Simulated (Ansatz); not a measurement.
The system is I.

```xyz
4
Lattice="3.6350 -2.3950 0.0000 3.6350 2.3950 0.0000 0.0000 0.0000 9.7934" Properties=species:S:1:pos:R:3 pbc="T T T"
I     3.6350   -0.7152    3.7646
I     3.6350    1.6799    1.1321
I     3.6350    0.7152    6.0288
I     3.6350   -1.6799    8.6613
```

Base run:

```yaml
Program: Ansatz 0.2.0
Functional: HF
Potentials_or_basis: Ansatz PAW
Cutoff: "420 eV (not typed: the program's choice for these potentials)"
k_mesh: 4 × 4 × 2
Occupations: fermi-dirac, width 0.05 eV
Spin: no spin polarisation
```

Its results: band gap on the k mesh 8.19 eV, indirect (least direct gap 8.64 eV); pressure 3.7 GPa; largest force 0.534 eV/Å.

The run is repeated on the same cell with these changes: functional from HF to r2SCAN50; cutoff from 420 eV (not typed: the program's choice for these potentials) to 500 eV (not typed: the program's choice for these potentials). What comes out?

Band gap on the k mesh 4.53 eV, indirect (least direct gap 4.85 eV); pressure 0.1 GPa; largest force 0.267 eV/Å.

Caveats: spin-orbit coupling is left out, which moves the levels of the heavy elements; the PAW data sets come from PBE, with cores solved anew for the run's functional, which leaves a small shift of forces and pressure; the thresholds are loose for stress.
